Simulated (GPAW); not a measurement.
MoS2, a slab with vacuum:

```
Mo S
1.0
     3.18454    0.00000    0.00000
    -1.59227    2.75789    0.00000
     0.00000    0.00000   21.67053
Mo S
2 4
Direct
  0.33333 0.66667 0.85116
  0.66667 0.33333 0.14884
  0.66667 0.33333 0.77963
  0.33333 0.66667 0.07725
  0.66667 0.33333 0.92275
  0.33333 0.66667 0.22037
```

Base run:

| Quantity | Value |
| --- | --- |
| Program | GPAW 26.7.0 |
| Functional | r2SCAN |
| Potentials or basis | GPAW PAW data sets (gpaw-data 1.2.1) |
| Cutoff | 600 eV |
| Basis | pw |
| k mesh | 6 × 6 × 1 |
| Occupations | fermi-dirac, width 0.05 eV |
| Spin | no spin polarisation |

Its results: band gap on the k mesh 1.32 eV, indirect (least direct gap 1.73 eV); largest force 0.046 eV/Å.

Problem. The run is repeated on the same cell with these changes: functional from r2SCAN to LDA; potentials or basis from GPAW PAW data sets (gpaw-data 1.2.1) to the program's PAW data sets (release 1.2.1) made for this functional. What comes out?

Solution. Band gap on the k mesh 1.21 eV, indirect (least direct gap 1.62 eV); largest force 0.421 eV/Å.

Caveats: the PAW data sets were made with another functional, which shifts forces and pressure a little (some runs).

Not every run made on this cell is shown here.
